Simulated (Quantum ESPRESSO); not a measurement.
# TaN (P-6m2) in Quantum ESPRESSO: reference runs

Reference runs on TaN: the cell as given and a disturbed copy.

All numbers are computed with Quantum ESPRESSO 7.5; they aren't measurements. Logs are shortened: lines on timing, memory, paths and dates and some standing lists are left out, and cuts for length are marked.

## (1) Starting point

Symmetry: P-6m2, No. 187, hexagonal system. Conventional cell: a = 2.938 Å, b = 2.938 Å, c = 2.883 Å, α = 90.00°, β = 90.00°, γ = 120.00°. Ta (site symmetry -6m2) is surrounded by 6 N at 2.23 Å. Around N (site symmetry -6m2) lie 6 Ta at 2.23 Å.

## (2) Single point, PBE

File pw.in:

```
&CONTROL
  calculation = 'scf'
  prefix = 'pwscf'
  outdir = './tmp'
  pseudo_dir = './pseudo'
  tprnfor = .true.
  tstress = .true.
  disk_io = 'nowf'
/
&SYSTEM
  ibrav = 0
  nat = 2
  ntyp = 2
  ecutwfc = 60
  ecutrho = 480
  nbnd = 15
  occupations = 'smearing'
  smearing = 'fd'
  degauss = 0.00367493
/
&ELECTRONS
  conv_thr = 4d-10
  electron_maxstep = 120
  mixing_beta = 0.5
/
ATOMIC_SPECIES
Ta   180.9479 Ta_pbe_v1.uspp.F.UPF
N     14.0070 N.pbe-n-radius_5.UPF
CELL_PARAMETERS angstrom
   2.9380000000    0.0000000000    0.0000000000
  -1.4690000000    2.5443826363    0.0000000000
   0.0000000000    0.0000000000    2.8830000000
ATOMIC_POSITIONS crystal
Ta     0.0000000000    0.0000000000    0.5000000000
N      0.6666666667    0.3333333333    0.0000000000
K_POINTS automatic
10 10 9 0 0 0
```

Potentials or basis: SSSP 1.3 efficiency PBE.

The run is started by

```sh
OMP_NUM_THREADS=1 pw.x -in pw.in > pw.out
```

pw.out:

```text
This program is part of the open-source Quantum ESPRESSO suite
     for quantum simulation of materials; please cite
[... 6 lines left out ...]
     using ibrav=0 with symmetry is DISCOURAGED, use correct ibrav instead

     Subspace diagonalization in iterative solution of the eigenvalue problem:
     a serial algorithm will be used

     G-vector sticks info
     --------------------
     sticks:   dense  smooth     PW     G-vecs:    dense   smooth      PW
     Sum        1027     511    163                25855     9153    1557

     Using Slab Decomposition

     bravais-lattice index     =            0
     lattice parameter (alat)  =       5.5520  a.u.
     unit-cell volume          =     145.4372 (a.u.)^3
     number of atoms/cell      =            2
     number of atomic types    =            2
     number of electrons       =        18.00
     number of Kohn-Sham states=           15
     kinetic-energy cutoff     =      60.0000  Ry
     charge density cutoff     =     480.0000  Ry
     scf convergence threshold =      4.0E-10
     mixing beta               =       0.5000
     number of iterations used =            8  plain     mixing
     Exchange-correlation= PBE
                           (   1   4   3   4   0   0   0)

     celldm(1)=   5.552015  celldm(2)=   0.000000  celldm(3)=   0.000000
     celldm(4)=   0.000000  celldm(5)=   0.000000  celldm(6)=   0.000000

     crystal axes: (cart. coord. in units of alat)
               a(1) = (   1.000000   0.000000   0.000000 )
               a(2) = (  -0.500000   0.866025   0.000000 )
               a(3) = (   0.000000   0.000000   0.981280 )

     reciprocal axes: (cart. coord. in units 2 pi/alat)
               b(1) = (  1.000000  0.577350 -0.000000 )
               b(2) = (  0.000000  1.154701  0.000000 )
               b(3) = (  0.000000 -0.000000  1.019077 )

     PseudoPot. # 1 for Ta read from file:
     Ta_pbe_v1.uspp.F.UPF
     Pseudo is Ultrasoft + core correction, Zval = 13.0
     Generated by new atomic code, or converted to UPF format
     Using radial grid of  921 points,  7 beta functions with:
                l(1) =   0
                l(2) =   0
                l(3) =   1
                l(4) =   1
                l(5) =   2
                l(6) =   2
                l(7) =   3
     Q(r) pseudized with  6 coefficients,  rinner =    1.300   1.300   1.300
                                                       1.300   1.300   1.300
                                                       1.300

     PseudoPot. # 2 for N  read from file:
     N.pbe-n-radius_5.UPF
     Pseudo is Ultrasoft + core correction, Zval =  5.0
     Generated using "atomic" code by A. Dal Corso  v.5.1
     Using radial grid of 1085 points,  4 beta functions with:
                l(1) =   0
                l(2) =   0
                l(3) =   1
                l(4) =   1
     Q(r) pseudized with 0 coefficients

     atomic species   valence    mass     pseudopotential
     Ta               13.00   180.94790     Ta( 1.00)
     N                 5.00    14.00700     N ( 1.00)

     12 Sym. Ops. (no inversion) found

   Cartesian axes

     site n.     atom                  positions (alat units)
         1        Ta     tau(   1) = (   0.0000000   0.0000000   0.4906399  )
         2        N      tau(   2) = (   0.5000000   0.2886751   0.0000000  )

     number of k points=    70  Fermi-Dirac smearing, width (Ry)=  0.0037
                       cart. coord. in units 2pi/alat
        k(    1) = (   0.0000000   0.0000000   0.0000000), wk =   0.0022222
        k(    2) = (   0.0000000   0.0000000   0.1132308), wk =   0.0044444
        k(    3) = (   0.0000000   0.0000000   0.2264616), wk =   0.0044444
        k(    4) = (   0.0000000   0.0000000   0.3396924), wk =   0.0044444
        k(    5) = (   0.0000000   0.0000000   0.4529233), wk =   0.0044444
        k(    6) = (   0.0000000   0.1154701   0.0000000), wk =   0.0133333
[... 62 lines left out ...]
        k(   69) = (   0.3000000   0.5196152   0.3396924), wk =   0.0266667
        k(   70) = (   0.3000000   0.5196152   0.4529233), wk =   0.0266667

     Dense  grid:    25855 G-vectors     FFT dimensions: (  40,  40,  40)

     Smooth grid:     9153 G-vectors     FFT dimensions: (  27,  27,  27)

     Initial potential from superposition of free atoms

     starting charge      17.9989, renormalised to      18.0000

     negative rho (up, down):  9.427E-02 0.000E+00
     Starting wfcs are   17 randomized atomic wfcs

     Self-consistent Calculation

     iteration #  1     ecut=    60.00 Ry     beta= 0.50
     Davidson diagonalization with overlap
     ethr =  1.00E-02,  avg # of iterations =  3.1

     negative rho (up, down):  9.701E-02 0.000E+00
[... 67 lines left out ...]
     iteration #  9     ecut=    60.00 Ry     beta= 0.50
     Davidson diagonalization with overlap
     ethr =  4.70E-12,  avg # of iterations =  2.2

     negative rho (up, down):  1.006E-01 0.000E+00

     End of self-consistent calculation

          k = 0.0000 0.0000 0.0000 (  1165 PWs)   bands (ev):

   -48.2787 -14.5971 -14.3369 -14.3369   2.4656  15.6666  15.6666  16.0347
    17.2890  22.4241  23.8121  23.8121  24.2536  24.2536  33.1785
[... 118 lines left out ...]
   -48.1633 -15.2592 -15.1180 -14.4541   4.5053  12.7993  14.3288  14.7422
    19.3522  24.0034  24.6772  25.8400  26.9716  30.5568  32.8301

          k = 0.0000-0.5774 0.0000 (  1134 PWs)   bands (ev):

   -48.2027 -15.3680 -14.5695 -14.4539   4.7358  11.9459  15.0398  16.7652
    17.0370  23.2643  24.2554  25.4356  25.5440  27.6226  31.4813

          k = 0.0000-0.5774 0.1132 (  1142 PWs)   bands (ev):

   -48.1972 -15.3485 -14.5582 -14.5529   4.7287  11.9741  14.8639  16.6408
    17.3772  23.6521  23.6753  25.5141  25.6872  28.3347  31.5144

          k = 0.0000-0.5774 0.2265 (  1134 PWs)   bands (ev):

   -48.1830 -15.2988 -14.7971 -14.5292   4.6747  12.0619  14.7847  15.8100
    18.5019  22.9178  24.5047  25.7180  26.1165  29.5438  31.5874

          k = 0.0000-0.5774 0.3397 (  1152 PWs)   bands (ev):

   -48.1668 -15.2415 -15.0644 -14.4960   4.5572  12.3360  14.6172  15.0423
    19.4098  23.1995  25.1950  25.9770  26.7460  30.1469  32.1039

          k = 0.0000-0.5774 0.4529 (  1160 PWs)   bands (ev):

   -48.1562 -15.2337 -15.2032 -14.4742   4.4531  12.7923  14.1593  14.6050
    19.8199  24.1941  25.5546  26.2314  27.2416  30.3368  32.5305

          k = 0.1000 0.1732 0.0000 (  1143 PWs)   bands (ev):
[... 196 lines left out ...]
   -48.1483 -15.2058 -15.0051 -14.8134   4.5121  12.1827  13.6488  16.1572
    19.7300  24.6613  25.1947  26.7528  27.5354  29.6472  31.8787

     the Fermi energy is    20.3060 ev

!    total energy              =    -162.24265878 Ry
     estimated scf accuracy    <          4.3E-11 Ry
     smearing contrib. (-TS)   =      -0.00002280 Ry
     internal energy E=F+TS    =    -162.24263598 Ry

     The total energy is F=E-TS. E is the sum of the following terms:
     one-electron contribution =      -6.44311578 Ry
     hartree contribution      =      15.08307535 Ry
     xc contribution           =     -47.84416539 Ry
     ewald contribution        =    -123.03843015 Ry

     convergence has been achieved in   9 iterations

     negative rho (up, down):  1.006E-01 0.000E+00

     Forces acting on atoms (cartesian axes, Ry/au):

     atom    1 type  1   force =     0.00000000    0.00000000    0.00000000
     atom    2 type  2   force =     0.00000000    0.00000000    0.00000000

     Total force =     0.000000     Total SCF correction =     0.000000

     Computing stress (Cartesian axis) and pressure

     negative rho (up, down):  1.006E-01 0.000E+00
          total   stress  (Ry/bohr**3)                   (kbar)     P=       43.68
   0.00027218   0.00000000   0.00000000           40.04        0.00        0.00
   0.00000000   0.00027218   0.00000000            0.00       40.04        0.00
  -0.00000000   0.00000000   0.00034645           -0.00        0.00       50.97

=------------------------------------------------------------------------------=
   JOB DONE.
=------------------------------------------------------------------------------=
```

Wall time 34 s (1 thread of Intel Xeon Platinum 8259CL at 2.50GHz (Skylake/Cascade Lake), shared host); peak memory 0.24 GiB.

What came out:

| Item | Value |
| --- | --- |
| Free energy | -2207.4238 eV |
| Pressure | 4.4 GPa |
| Band gap on the k mesh | none (metal or under the smearing width) |

Levels at points of the mesh, in eV from the Fermi level:
```tsv
k point	band 5	band 6	band 7	band 8	band 9	band 10	band 11	band 12	band 13	band 14
(0.00, 0.00, 0.00)	-17.84	-4.64	-4.64	-4.27	-3.02	2.12	3.51	3.51	3.95	3.95
(0.00, -0.50, 0.00)	-15.57	-8.36	-5.27	-3.54	-3.27	2.96	3.95	5.13	5.24	7.32
```

## (3) Single point, PBE (atoms moved at random, drawn with an rms of 0.05 Å)

Edit pw.in of step 2 so:

```diff
@@ -33,4 +33,4 @@
 ATOMIC_POSITIONS crystal
-Ta     0.0000000000    0.0000000000    0.5000000000
-N      0.6666666667    0.3333333333    0.0000000000
+Ta     0.0114440000    0.0083290000    0.4832640000
+N      0.6525550000    0.3388060000    0.0058730000
 K_POINTS automatic
```

Potentials or basis: SSSP 1.3 efficiency PBE.

The run is started by

```sh
OMP_NUM_THREADS=1 pw.x -in pw.in > pw.out
```

pw.out:

```text
This program is part of the open-source Quantum ESPRESSO suite
     for quantum simulation of materials; please cite
         "P. Giannozzi et al., J. Phys.:Condens. Matter 21 395502 (2009);
         "P. Giannozzi et al., J. Phys.:Condens. Matter 29 465901 (2017);
         "P. Giannozzi et al., J. Chem. Phys. 152 154105 (2020);
     in publications or presentations arising from this work. More details at

     Subspace diagonalization in iterative solution of the eigenvalue problem:
     a serial algorithm will be used

     G-vector sticks info
     --------------------
     sticks:   dense  smooth     PW     G-vecs:    dense   smooth      PW
     Sum        1027     511    163                25855     9153    1557

     Using Slab Decomposition

     bravais-lattice index     =            0
     lattice parameter (alat)  =       5.5520  a.u.
     unit-cell volume          =     145.4372 (a.u.)^3
     number of atoms/cell      =            2
     number of atomic types    =            2
[... 151 lines left out ...]
     iteration #  9     ecut=    60.00 Ry     beta= 0.50
     Davidson diagonalization with overlap
     ethr =  4.17E-12,  avg # of iterations =  2.3

     negative rho (up, down):  1.002E-01 0.000E+00

     End of self-consistent calculation

     Number of k-points >= 100: set verbosity='high' to print the bands.

     the Fermi energy is    20.2776 ev

!    total energy              =    -162.23789926 Ry
     estimated scf accuracy    <          3.3E-11 Ry
     smearing contrib. (-TS)   =      -0.00002939 Ry
     internal energy E=F+TS    =    -162.23786986 Ry

     The total energy is F=E-TS. E is the sum of the following terms:
     one-electron contribution =      -6.56681576 Ry
     hartree contribution      =      15.14905385 Ry
     xc contribution           =     -47.85052648 Ry
     ewald contribution        =    -122.96958148 Ry

     convergence has been achieved in   9 iterations

     negative rho (up, down):  1.002E-01 0.000E+00

     Forces acting on atoms (cartesian axes, Ry/au):

     atom    1 type  1   force =    -0.03710344   -0.00526044    0.03716919
     atom    2 type  2   force =     0.03710344    0.00526044   -0.03716919

     Total force =     0.074644     Total SCF correction =     0.000001

     Computing stress (Cartesian axis) and pressure

     negative rho (up, down):  1.002E-01 0.000E+00
          total   stress  (Ry/bohr**3)                   (kbar)     P=       59.85
   0.00038577   0.00008103  -0.00011702           56.75       11.92      -17.21
   0.00008103   0.00033558  -0.00002092           11.92       49.37       -3.08
  -0.00011702  -0.00002092   0.00049916          -17.21       -3.08       73.43

=------------------------------------------------------------------------------=
   JOB DONE.
=------------------------------------------------------------------------------=
```

Wall time 2.4 min (1 thread of Intel Xeon Platinum 8259CL at 2.50GHz (Skylake/Cascade Lake), shared host); peak memory 0.33 GiB.

Results:

- Free energy: -2207.3591 eV
- Pressure: 6.0 GPa
- Largest force: 1.357 eV/Å
- Band gap on the k mesh: none (metal or under the smearing width)

Forces on the atoms (eV/Å):
```
Ta  -0.954 -0.135  0.956
N    0.954  0.135 -0.956
```

Stress tensor (GPa, compression positive):
```
 5.67  1.19 -1.72
 1.19  4.94 -0.31
-1.72 -0.31  7.34
```

The run has no spin-orbit coupling, so splittings on Ta are missing.
